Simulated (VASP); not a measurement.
# HgTe (Coloradoite) (F-43m) in VASP: further runs, part 2 of 2

VASP 6.6.1.

## 3. Relaxation of cell and atoms, r2SCAN

INCAR reads:

```
ALGO = Normal
EDIFF = 1E-6
EDIFFG = -0.02
ENCUT = 600
IBRION = 2
ISIF = 3
ISMEAR = -1
LASPH = T
LCHARG = F
LMIXTAU = T
LREAL = F
LWAVE = F
METAGGA = R2SCAN
NELM = 60
NSW = 60
PREC = Accurate
SIGMA = 0.05
```

KPOINTS reads:

```
k-points
0
Gamma
  6 6 6
```

POSCAR reads:

```
HgTe
1.0
    0.0000000000      3.2145000000      3.2145000000
    3.2145000000      0.0000000000      3.2145000000
    3.2145000000      3.2145000000      0.0000000000
Hg Te
1 1
Direct
    0.0000000000      0.0000000000      0.0000000000
    0.7500000000      0.7500000000      0.7500000000
```

Potentials or basis: VASP PAW PBE potentials, release 64 (Hg, Te).

Run with:

```
$ cat potpaw_PBE.64/Hg/POTCAR potpaw_PBE.64/Te/POTCAR > POTCAR
$ mpirun -np 1 vasp_std > vasp.out
```

OUTCAR:

```text
EDIFF = 1E-6
   EDIFFG = -0.02
   ENCUT = 600
   IBRION = 2
   ISIF = 3
   ISMEAR = -1
   LASPH = T
   LREAL = F
   METAGGA = R2SCAN
   NELM = 60
   NSW = 60
   PREC = Accurate

 ion  position               nearest neighbor table
   1  0.000  0.000  0.000-   2 2.78   2 2.78   2 2.78   2 2.78
   2  0.750  0.750  0.750-   1 2.78   1 2.78   1 2.78   1 2.78

  LATTYP: Found a face centered cubic cell.
 ALAT       =     6.4290000000

  Lattice vectors:

 A1 = (   0.0000000000,   3.2145000000,   3.2145000000)
 A2 = (   3.2145000000,   0.0000000000,   3.2145000000)
 A3 = (   3.2145000000,   3.2145000000,   0.0000000000)

Analysis of symmetry for initial positions (statically):
=====================================================================
 Subroutine PRICEL returns:
 Original cell was already a primitive cell.

 Routine SETGRP: Setting up the symmetry group for a
 face centered cubic supercell.

 Subroutine GETGRP returns: Found 24 space group operations
 (whereof 24 operations were pure point group operations)
 out of a pool of 48 trial point group operations.

The static configuration has the point symmetry T_d .

Analysis of symmetry for dynamics (positions and initial velocities):
=====================================================================
 Subroutine PRICEL returns:
 Original cell was already a primitive cell.

 Routine SETGRP: Setting up the symmetry group for a
 face centered cubic supercell.

 Subroutine GETGRP returns: Found 24 space group operations
 (whereof 24 operations were pure point group operations)
 out of a pool of 48 trial point group operations.

The dynamic configuration has the point symmetry T_d .

 Subroutine INISYM returns: Found 24 space group operations
 (whereof 24 operations are pure point group operations),
 and found     1 'primitive' translations

----------------------------------------------------------------------------------------

[... 97 lines left out ...]
   EFERMI =   0.00;   METHOD = LEGACY
   ISMEAR =    -1;   SIGMA  =   0.05  broadening in eV -4-tet -1-fermi 0-gaus
   EFERMI_NEDOS =   21; number of points for ismear=-14 and -15
   IALGO  =     38    algorithm
   IMIX   =      4    mixing-type and parameters
     AMIX     =   0.40;   BMIX     =  1.00
     AMIX_MAG =   1.60;   BMIX_MAG =  1.00
  volume/ion in A,a.u.               =      33.22       224.15
  Fermi-wavevector in a.u.,A,eV,Ry     =   1.059357  2.001894 15.268958  1.122237
  Thomas-Fermi vector in A             =   2.194699
   LORBIT       =      0    0 simple, 1 ext, 2 COOP (PROOUT), +10 PAW based schemes
   METAGGA = R2SCAN    functional components
   LHFCALC =     F    Hartree Fock is set to
   AEXX    =    0.0000 exact exchange contribution
   IVDW    =     0    specifies the selected vdW correction
   LEPSILON=     F    determine dielectric tensor
   LRPA    =     F    only Hartree local field effects (RPA)
 conjugate gradient relaxation of ions
 non-spin polarized calculation
  energy-cutoff  :      600.00
  volume of cell :       66.43
 maximum number of plane-waves:      2252
   NGX = 19   NGY = 19   NGZ = 19

--------------------------------------- Ionic step        1  -------------------------------------------

 number of electron      18.0000000 magnetization

 Free energy of the ion-electron system (eV)
  ---------------------------------------------------
  ext. energy  EPLUGINS =         0.00000000
  ---------------------------------------------------
  free energy    TOTEN  =       -75.10797026 eV

  energy without entropy =      -75.10703051  energy(sigma->0) =      -75.10750039

------------------------ aborting loop because EDIFF is reached ----------------------------------------

  FORCE on cell =-STRESS in cart. coord.  units (eV):
  Direction    XX          YY          ZZ          XY          YZ          ZX
  --------------------------------------------------------------------------------------
  -------------------------------------------------------------------------------------
  Total        1.3796881      1.3796881      1.3796881      0.0000000      0.0000000      0.0000000
  in kB       33.2752414     33.2752414     33.2752414      0.0000000      0.0000000      0.0000000
  external PRESSURE =      33.2752414 kB  Pullay stress =       0.0000000 kB
[... 59 lines left out ...]
--------------------------------------- Ionic step        3  -------------------------------------------

 number of electron      18.0000001 magnetization

 Free energy of the ion-electron system (eV)
  ---------------------------------------------------
  ext. energy  EPLUGINS =         0.00000000
  ---------------------------------------------------
  free energy    TOTEN  =       -75.15429373 eV

  energy without entropy =      -75.15329359  energy(sigma->0) =      -75.15379366

 E-fermi :   2.3549     XC(G=0):  -9.0612

 val. band max:        2.3173139273   @ k =   0.0000   0.0000   0.0000
 cond. band min:       3.2591041384   @ k =   0.5000   0.0000   0.0000
 fundamental gap:      0.9417902112
 Fermi energy:         2.3549224366

 k-point     1 :       0.0000    0.0000    0.0000
  band No.  band energies     occupation
      1      -9.7058      2.00000
      2      -5.0230      2.00000
      3      -5.0230      2.00000
      4      -5.0230      2.00000
      5      -4.5164      2.00000
      6      -4.5164      2.00000
      7       1.7648      1.99999
      8       2.3173      1.35931
      9       2.3173      1.35931
     10       2.3173      1.35930
     11       6.9816      0.00000
     12       6.9816      0.00000
     13       6.9816      0.00000
[... 267 lines left out ...]
  FREE ENERGIE OF THE ION-ELECTRON SYSTEM (eV)
  ---------------------------------------------------
  free  energy   TOTEN  =       -75.1542937287 eV

  energy  without entropy=      -75.1532935911  energy(sigma->0) =      -75.15379366

 reached required accuracy - stopping structural energy minimisation
```

It took 2.1 min on 1 thread of Intel Xeon Platinum 8488C (Sapphire Rapids), shared host; peak memory 0.24 GiB.

Results:

```yaml
Free_energy: -75.1543 eV
Relaxed_volume: 35.60 Å³/atom
Relaxed_cell: a = 4.652 Å, b = 4.652 Å, c = 4.652 Å, α = 60.00°, β = 60.00°, γ = 60.00°
Space_group_after_relaxing_to_0.05_Å: F-43m (No. 216)
Energy_gained_by_relaxing: 23.2 meV/atom
Ionic_steps: 3
Pressure_after_relaxing: 0.0 GPa
Band_gap_on_the_k_mesh: none (metal or under the smearing width)
```

Step by step:
| step | energy change (eV) | largest force (eV/Å) | pressure (GPa) | volume (Å³) |
| --- | --- | --- | --- | --- |
| 1 | 0.0000 | 0.0000 | 3.33 | 66.43 |
| 2 | -0.0392 | 0.0000 | -1.06 | 73.29 |
| 3 | -0.0463 | 0.0000 | 0.01 | 71.21 |

Final structure:
```
Hg Te
1.0
     0.00000    3.28975    3.28975
     3.28975    0.00000    3.28975
     3.28975    3.28975    0.00000
Hg Te
1 1
Direct
  0.00000 0.00000 0.00000
  0.75000 0.75000 0.75000
```

Levels at points of the mesh, in eV from the Fermi level:
| k point | band 6 | band 7 | band 8 | band 9 | band 10 | band 11 | band 12 | band 13 |
| --- | --- | --- | --- | --- | --- | --- | --- | --- |
| (0.00, 0.00, 0.00) | -6.87 | -0.59 | -0.04 | -0.04 | -0.04 | 4.63 | 4.63 | 4.63 |
| (0.50, 0.00, 0.00) | -6.58 | -5.33 | -0.95 | -0.95 | 0.90 | 5.39 | 5.39 | 7.10 |
| (0.50, 0.50, 0.00) | -6.44 | -5.33 | -2.17 | -2.17 | 2.06 | 2.83 | 8.46 | 9.18 |

Caveat: the PAW data sets were made with another functional, which shifts forces and pressure a little. The run has no spin-orbit coupling, so splittings on Hg, Te are missing.

## 4. Single point, PBE

INCAR reads:

```
PREC = Accurate
ENCUT = 400
EDIFF = 1E-6
ISMEAR = 0
SIGMA = 0.02
LREAL = False
LASPH = True
NELM = 80
ALGO = Normal
ISIF = 2
LWAVE = False
LCHARG = False
GGA = PE
```

KPOINTS reads:

```
Automatic mesh
0
Gamma
  3 3 3
```

POSCAR is that of step 3.

Potentials or basis: VASP PAW PBE potentials, release 64 (Hg_sv_GW, Te_GW).

Run with:

```
$ cat potpaw_PBE.64/Hg_sv_GW/POTCAR potpaw_PBE.64/Te_GW/POTCAR > POTCAR
$ mpirun -np 1 vasp_std > vasp.out
```

It took 4.8 s on 1 thread of Intel Xeon 6975P-C (Granite Rapids), shared host; peak memory 0.17 GiB.

The run converged. Its results:

```yaml
Free_energy: -3.2402 eV
Pressure: 4.8 GPa
Band_gap_on_the_k_mesh: none (metal or under the smearing width)
```

Levels at points of the mesh, in eV from the Fermi level:
| k point | band 11 | band 12 | band 13 | band 14 | band 15 | band 16 |
| --- | --- | --- | --- | --- | --- | --- |
| (0.00, 0.00, 0.00) | -0.73 | -0.01 | -0.01 | -0.01 | 4.17 | 4.17 |

Caveat: the k mesh is coarse (spacing up to 0.56 Å⁻¹), so the values aren't converged. Spin-orbit coupling is left out, which matters for the levels of Hg, Te.

## 5. Overview

```tsv
task	level	potentials or basis	cell	k mesh	cutoff (eV)	smearing	ladder	mesh quality	gap on the mesh (eV)	pressure (GPa)	relaxed volume (Å³/atom)
relaxation of cell and atoms	rev-vdW-DF2	VASP PAW PBE potentials, release 64 (Hg, Te)	relaxed	7 × 7 × 7	600	fermi-dirac 0.05 eV	-	not flagged	none	0.0	35.87
relaxation of cell and atoms	r2SCAN	VASP PAW PBE potentials, release 64 (Hg, Te)	relaxed	6 × 6 × 6	600	fermi-dirac 0.05 eV	gaps	not flagged	none	0.0	35.60
single point	PBE	VASP PAW PBE potentials, release 64 (Hg_sv_GW, Te_GW)	as given	3 × 3 × 3	400	gaussian 0.02 eV	-	coarse	none	4.8	-
```

Alike in all rows: no spin polarisation.

Caveats: some runs use coarse meshes; the PAW data sets were made with another functional, which shifts forces and pressure a little (some runs).

Absolute energies hang on the potentials; compare differences alone.
